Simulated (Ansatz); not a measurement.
**PbS: energy along a strain**

PbS, Pm-3m, a = 3.654 Å (as given, not relaxed at this level: -3.4 GPa). This isn't the usual stable structure of the compound. Ansatz: PBEsol, PAW, 420 eV, Γ-centred 14×14×14 mesh on 2 atoms, Gaussian smearing 0.15 eV; no spin polarisation. Cell vectors (Å): 3.654 0.000 0.000; 0.000 3.654 0.000; 0.000 0.000 3.654. The cell is strained by x per cent times the pattern (0 0 1 0 0 0) in the order xx yy zz yz xz xy (engineering shears), with fractional coordinates held. y is the free energy over the start, V0 = 24.387 Å³/atom. Points with a strain past 8.5 % were computed too (3) and aren't used here.

```
x (%) y (meV/atom)
-7.50             ?
-5.00         -4.23
-2.50         -7.79
 0.00          0.00
 2.50         17.84
 5.00         44.53
 7.50         78.96
```

**Question.** Fit y = c1 x + c2 x² + c3 x³ to the other rows, get the stiffness along the pattern, and predict the missing energy.

**Answer.** Least squares on the rows shown. y = 5.1980 x + 0.80621 x² − 0.012758 x³. The clamped-ion stiffness p·C·p = 2 × 8.062 eV × 160.2 / 24.387 Å³ = 106 GPa, which is C33 in these axes (C11 of the cubic crystal) (second derivative at the start, which stands under stress). At x = -7.50 the fit asked for gives 11.75 meV/atom. The run gave 11.69 meV/atom, so the fit is 0.06 meV/atom too high, a small miss on the scale of the series.

Spin–orbit coupling is left out, which can shift energies with elements as heavy as these.